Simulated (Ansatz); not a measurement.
Crystal: HfO2.

```
CELL_PARAMETERS angstrom
3.55802 0.00000 0.00000
0.00000 3.55802 0.00000
0.00000 0.00000 5.17186
ATOMIC_POSITIONS crystal
Hf 0.00000 0.00000 0.00000
Hf 0.50000 0.50000 0.50000
O 0.00000 0.50000 0.19721
O 0.50000 0.00000 0.30279
O 0.50000 0.00000 0.80279
O 0.00000 0.50000 0.69721
```

Measurements of this composition are mostly on another form, of space group No. 14.

Program: Ansatz 0.2.0. Alike in all runs: task band structure; potentials or basis Ansatz PAW; cell as given; smearing fermi-dirac 0.05 eV.

Q: Order these runs on this cell by their pressure, lowest first.
A. level r2SCAN; spin SOC, no magnetisation; k mesh 6 × 6 × 4; cutoff (eV) 500
B. level revPBE; spin off; k mesh 8 × 8 × 5; cutoff (eV) 420
C. level BLYP; spin off; k mesh 8 × 8 × 5; cutoff (eV) 420

A: A (3.8 GPa), B (13.8 GPa), C (16.8 GPa).

Caveats: the PAW data sets come from PBE, with cores solved anew for the run's functional, which leaves a small shift of forces and pressure; so large a pressure means that the cell lies far from this level's equilibrium, or that cutoff or potentials fall short (some runs).

Runs at the PBE level aren't shown here.
